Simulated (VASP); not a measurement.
**Si: work function with PBE**

Crystal: Si.

```xyz
2
Lattice="0.0000 2.7155 2.7155 2.7155 0.0000 2.7155 2.7155 2.7155 0.0000" Properties=species:S:1:pos:R:3 pbc="T T T"
Si    0.0000    0.0000    0.0000
Si    1.3577    1.3577    1.3578
```

| Item | Value |
| --- | --- |
| Program | VASP 6.6.1 |
| Task | work function |
| Functional | PBE |
| Potentials or basis | VASP PAW PBE potentials, release 64 (Si) |
| Cutoff | 520 eV |
| k mesh | 8 × 8 × 8 |
| Occupations | gaussian, width 0.02 eV |
| Spin | no spin polarisation |
| Further INCAR settings | ALGO = Normal; EDIFF = 1e-06 |

| Quantity | Value |
| --- | --- |
| Pressure | 1.9 GPa |
| Band gap on the k mesh | 0.62 eV, indirect (least direct gap 2.57 eV) |

Levels at points of the mesh, in eV from the valence-band top:
| k point | band 1 | band 2 | band 3 | band 4 | band 5 | band 6 | band 7 | band 8 |
| --- | --- | --- | --- | --- | --- | --- | --- | --- |
| (0.00, 0.00, 0.00) | -11.96 | 0.00 | 0.00 | 0.00 | 2.57 | 2.57 | 2.57 | 3.37 |
| (0.50, 0.00, 0.00) | -9.63 | -6.97 | -1.20 | -1.20 | 1.54 | 3.34 | 3.34 | 7.73 |
| (0.50, 0.50, 0.00) | -7.81 | -7.81 | -2.85 | -2.85 | 0.71 | 0.71 | 10.11 | 10.11 |

Run time: 7.7 s on 1 thread of Intel(R) Xeon(R) 6975P-C (Granite Rapids), with other jobs on the host, peak memory 0.14 GiB.

A k mesh can miss the band edges. PBE gaps usually lie below the measured ones, often by a third to a half.
